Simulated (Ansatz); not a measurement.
An Ansatz input:

```yaml
crystal:
  lattice:
    - [0.0, 2.3415056342, 2.3415056342]
    - [2.3415056342, 0.0, 2.3415056342]
    - [2.3415056342, 2.3415056342, 0.0]
  atoms:
    - { symbol: Hg, position: [0.0, 0.0, 0.0] }
hamiltonian:
  xc: r2scan
  pseudopotentials:
    kind: paw
    azcp:
      Hg: "pseudopotentials/Hg.paw.azcp"
basis:
  ecutwfc: 500
  fft_grid_basis: typed
kpoints:
  mp_grid: { grid: [13, 13, 13], shift: [0, 0, 0] }
magnetization:
  spin_polarized: false
scf:
  occupations: { method: fermi_dirac, width: 0.1 }
  lower_state_search: "off"
output:
  stress: true
```

Output

```
Engine: ansatz 0.2.0, x86_64-unknown-linux-gnu
Pseudopotentials: kind: paw
Pseudopotential: Hg, paw, valence charge 20, recommended cutoff 500 eV (meta_gga) 
Functional definition: r2SCAN
  parameter k0 = 0.174
  parameter k1 = 0.065
  parameter a1 = 4.9479
  exchange = r2scan_x(k0 = k0, k1 = k1, a1 = a1)
  correlation = r2scan_c
Crystal: 1 atoms, lattice volume = 25.675 Å³
Basis set: ecut = 500 eV, 645 PW (Γ), exchange–correlation on 100×100×100 points (64 copies of the dense FFT grid, shifted against one another)
Bands: 14, of which v1, the nominal top of the filled ones, is band 10 counted from 1 (9 counted from 0)
Symmetry: 48 space group operations
Space group: Fm-3m (ITA 225), of the structure as read, at distance tolerance 3.0e-5 Å
k-points: 84 of 2197
Non-local potential: Hg, projectors of the file, l = 0: 3, l = 1: 2, l = 2: 2, l = 3: 1
PAW form: soft (Blöchl's): semilocal exchange-correlation on the pseudo side does not see the compensation charge
PAW frozen core: Hg, regenerated for the run's functional (the file was generated under x = pbe(κ = 0.804, μ = 0.2195149727645171), c = pbe(β = 0.06672455060314922))
PAW one-centre angular grid: Hg, 590 points (default); XC on 160 Gauss nodes
Initial density: superposition of atomic densities (neutral atoms: chi_scale 0, normalization atom), corrected by the library's trained network
Initial wavefunctions: pseudopotential atomic-orbital guess
Functional: x = r2scan, c = r2scan; τ floored in thin density (d = 2e-4 eV/Å³)
SCF iter   1: F=-13827.798872 eV  HF=-13827.812926 eV  |F-HF|=1.41e-2  |Δ(HF+E_count)|=         —  Δρ=8.36e-3  dr2=2.28e-2  dr2_τ=1.30e-3  ethr=1.77e-3  ⟨swp⟩=5.2  Hψ=6508  notcnv=0
SCF iter   2: F=-13827.805437 eV  HF=-13827.808671 eV  |F-HF|=3.23e-3  |Δ(HF+E_count)|=   4.25e-3  Δρ=4.43e-3  dr2=6.71e-3  dr2_τ=3.06e-4  ethr=1.14e-4  ⟨swp⟩=1.1  Hψ=2191  notcnv=0
SCF iter   3: F=-13827.807539 eV  HF=-13827.807477 eV  |F-HF|=6.20e-5  |Δ(HF+E_count)|=   1.19e-3  Δρ=5.31e-4  dr2=4.60e-5  dr2_τ=1.04e-5  ethr=3.36e-5  ⟨swp⟩=2.0  Hψ=2025  notcnv=0
SCF iter   4: F=-13827.807541 eV  HF=-13827.807542 eV  |F-HF|=1.53e-6  |Δ(HF+E_count)|=   6.54e-5  Δρ=1.31e-4  dr2=3.39e-6  dr2_τ=3.08e-7  ethr=2.30e-7  ⟨swp⟩=2.2  Hψ=1979  notcnv=0
iter 5 did not close the SCF: its close was put off for the readings that it lacked (scf_convergence_deferred on its scf_iter line)
SCF iter   5: F=-13827.807542 eV  HF=-13827.807542 eV  |F-HF|=3.86e-8  |Δ(HF+E_count)|=   1.65e-7  Δρ=1.24e-5  dr2=2.93e-8  dr2_τ=1.21e-8  ethr=1.69e-8  ⟨swp⟩=2.1  Hψ=1712  notcnv=0
SCF iter   6: F=-13827.807542 eV  HF=-13827.807542 eV  |F-HF|=1.28e-9  |Δ(HF+E_count)|=   5.06e-8  Δρ=2.35e-6  dr2=6.43e-10  dr2_τ=1.29e-10  ethr=1.46e-10  ⟨swp⟩=2.0  Hψ=4005  notcnv=0
SCF 1 converged in 6 iterations: F = -13827.807542 eV  dr2 = 6.43e-10
SCF converged after 6 iterations
Free energy (F): -13827.807542 eV
Harris-Foulkes:  -13827.807542 eV  (|F-HF|=1.28e-9)
Internal energy: -13827.798930 eV  (E = F + TS)
E sigma→0 (E₀):  -13827.803236 eV
Entropy (-TS):   -0.008612 eV (-8.612 meV/atom)
Fermi energy:    13.014218 eV
--- Per-component energies (eV) ---
  E_band       = -435.965936
  E_kinetic    = 605.364016
  E_local      = -2630.836652  (includes V_loc(G=0)·N_el)
  E_nonlocal   = 74.036944
  E_hartree    = 1124.232672
  E_xc         = -208.489505
  E_vxc        = -290.280842  (∫ρ·V_xc dr)
  E_paw        = -9972.387961  (= ΣΔE_a)
  E_vpaw       = -462.912057  (= ΣTr[D̂ρ^β])
  E_aug_tail   = 0.000400  (compensation charges beyond the density's cutoff)
  E_vtau       = 20.197358  (kinetic-family band-sum trace: ∫τ·v_τ [+ j·A + Jᵃ·Aᵃ] dr)
  E_ewald      = -2819.569916
  E_core_change = -0.148928  (= ΣΔE_core)
  E_smearing   = -0.008612  (= −TS)
  E_closure    = 0.000000  (closes the sum)
  Σ components = -13827.807542   (vs F -13827.807542, Δ=0.00e0)
--- Stress (GPa, compression-positive) ---
        0.893827       0.000000       0.000000
       -0.000000       0.893827       0.000000
        0.000000       0.000000       0.893827
  P = ⅓ Tr σ = 0.8938 GPa (8.938 kbar)
```

Command:

```sh
ansatz run input.yaml --threads 1 --pin off --max-ram 3584MiB --backend cpu --events-out ev --progress --plain --runs-dir out
```

On 1 thread of Intel(R) Xeon(R) Platinum 8259CL CPU @ 2.50GHz (Skylake/Cascade Lake) (shared host) this took about 6.5 s of wall time and 6.5 s of CPU time.
